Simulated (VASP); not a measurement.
## SnO in VASP 6.6.1, single-point calculation

INCAR

```
ISIF = 2
NSW = 0
LASPH = .TRUE.
GGA = PE
EDIFF = 1E-7
ENCUT = 520
NELM = 120
ISMEAR = -5
SIGMA = 0.1
PREC = Accurate
IBRION = -1
LWAVE = .FALSE.
NBANDS = 17
LREAL = .FALSE.
LCHARG = .FALSE.
```

KPOINTS

```
KPOINTS created by Atomic Simulation Environment
0
Gamma
8 8 8
0 0 0
```

POSCAR

```
Sn O
 1.0000000000000000
     0.0000000000000000    2.5369732561000000    2.6869083754999998
     2.5369732561000000    0.0000000000000000    2.6869083754999998
     2.5369732561000000    2.5369732561000000    0.0000000000000000
 Sn  O
   1   1
Cartesian
  0.0000000000000000  0.0000000000000000  0.0000000000000000
  2.5369732561000000  2.5369732561000000  2.6869083754999998
```

The recommended PBE PAW datasets give the neutral cell 20 valence electrons.

Command

```
mpirun -np 1 vasp_std
```

Task: Predict the outcome of this run.

Result: It converged. Results: gap between bands v and c on the k mesh 0.70 eV; least direct gap on the k mesh 0.85 eV; pressure -2.4 GPa. Band v is the last that the valence electrons fill when counted band by band, and c is the next.

OSZICAR

```
N       E                     dE             d eps       ncg     rms          rms(c)
DAV:   1     0.146533894782E+03    0.14653E+03   -0.10266E+04  2067   0.175E+03
DAV:   2     0.154997177602E+01   -0.14498E+03   -0.13887E+03  2208   0.387E+02
DAV:   3    -0.121128045600E+02   -0.13663E+02   -0.13593E+02  2373   0.105E+02
DAV:   4    -0.123933568507E+02   -0.28055E+00   -0.28040E+00  2490   0.158E+01
DAV:   5    -0.124002775023E+02   -0.69207E-02   -0.69203E-02  2717   0.242E+00    0.830E+00
DAV:   6    -0.107996413303E+02    0.16006E+01   -0.13513E+01  2437   0.429E+01    0.538E+00
DAV:   7    -0.104790883935E+02    0.32055E+00   -0.23105E+00  2435   0.809E+00    0.139E+00
DAV:   8    -0.104588410671E+02    0.20247E-01   -0.17504E-01  2143   0.330E+00    0.287E-01
DAV:   9    -0.104584194425E+02    0.42162E-03   -0.42760E-03  2574   0.530E-01    0.111E-01
DAV:  10    -0.104587184984E+02   -0.29906E-03   -0.83870E-04  2617   0.375E-01    0.604E-02
DAV:  11    -0.104586327343E+02    0.85764E-04   -0.16201E-04  2741   0.170E-01    0.745E-03
DAV:  12    -0.104586323977E+02    0.33653E-06   -0.14136E-05  2770   0.354E-02    0.441E-03
DAV:  13    -0.104586321575E+02    0.24017E-06   -0.40694E-06  2614   0.118E-02    0.394E-03
DAV:  14    -0.104586316927E+02    0.46481E-06   -0.10868E-06  2202   0.663E-03    0.225E-04
DAV:  15    -0.104586316812E+02    0.11561E-07   -0.48181E-08  1154   0.159E-03
   1 F= -.10458632E+02 E0= -.10458632E+02  d E =0.000000E+00
```

For comparison, a separate PBE run of the intended cell, on usual settings and not on those above, gives a gap of 0.70 eV on its mesh and a pressure of -2.4 GPa.
